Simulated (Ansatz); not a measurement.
Runs of Ansatz 0.2.0 on Pb. It takes space group Fm-3m (No. 225, cubic). Conventional cell: a = 4.950 Å, b = 4.950 Å, c = 4.950 Å, α = 90.00°, β = 90.00°, γ = 90.00°. Pb (site symmetry m-3m) is surrounded by 12 Pb at 3.50 Å. 

```tsv
task	level	spin	k mesh	cutoff (eV)	points for each segment of the path	q mesh	gap on the mesh (eV)	V0 of scaled cells (Å³/atom)	B0 (GPa)
equation of state	LDA	off	9 × 9 × 9	420	-	-	-	28.99	(a)
band structure	PBEsol	SOC, no magnetisation	9 × 9 × 9	420	14	-	none	-	-
equation of state	r2SCAN	off	9 × 9 × 9	500	-	-	-	31.04	(b)
equation of state	PBE	off	9 × 9 × 9	420	-	-	-	31.87	40
phonons	PBEsol	off	8 × 8 × 8	420	8	4 × 4 × 4	none	-	-
```

Alike in all rows: potentials or basis Ansatz PAW; cell as given; smearing fermi-dirac 0.05 eV.

Task: Estimate the missing entries.

Result: (a) 54; (b) 45.

Caveats: the PAW data sets come from PBE, with cores solved anew for the run's functional, which leaves a small shift of forces and pressure (some runs); the PAW data sets were made with another functional, which shifts forces and pressure a little (some runs); some levels weren't fully converged (some runs).

A k mesh can miss the band edges, and rows without SOC leave out spin-orbit coupling on Pb.

A gap of «none» marks a metal or a gap under the smearing width.
